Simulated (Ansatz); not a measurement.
Phases of Yb at 11 GPa

Structure types of Yb are relaxed in primitive cells with their symmetry kept at 11 GPa, on PAW files; LAPW relaxes the small cells further and takes the PAW cell for the others (marked *). The enthalpy is E + pV at zero temperature, without zero-point motion. Only the types listed were tried, and differences under about 5 meV/atom are mesh noise. The real phase may be another.

Level of theory: DFT with PBE, scalar-relativistic, in Ansatz 0.2.0; Fermi–Dirac smearing of 0.1 eV, no spin polarisation. LAPW: all electrons, basis error target 0.5 meV/atom; PAW: frozen-core files, cutoff 420 eV.

k meshes: fcc 14×14×14, bcc 15×15×15, hcp 13×13×7, dhcp 11×11×3.

Spin–orbit coupling is left out, which matters for the heavy atoms.

| start type | ends as | a, b, c (Å) | V (Å³/atom) | H − H(lowest), LAPW (meV/atom) |
| --- | --- | --- | --- | --- |
| fcc | fcc, Fm-3m | 4.678, 4.678, 4.678 | 25.60 | ? |
| bcc | bcc, Im-3m | 3.710, 3.710, 3.710 | 25.54 | 0.0 |
| hcp | hcp, P6_3/mmc | 3.299, 3.299, 5.407 | 25.49 | ? |
| dhcp* | dhcp, P6_3/mmc | 3.309, 3.309, 10.801 | 25.60 | 40.9 |

What belongs in the row "fcc", column "H − H(lowest), LAPW (meV/atom)"?

43.4.

Fill in "H − H(lowest), LAPW (meV/atom)" for the row "hcp".

29.8.

Split the lead of bcc over hcp into energy and pV.

For hcp less bcc: ΔE = +33.2 meV/atom, and p·ΔV = 11 GPa × -0.0491 Å³ × 6.242 meV/(GPa·Å³) = -3.4 meV/atom, together 29.8 meV/atom. bcc wins by its internal energy, though it is the less dense.
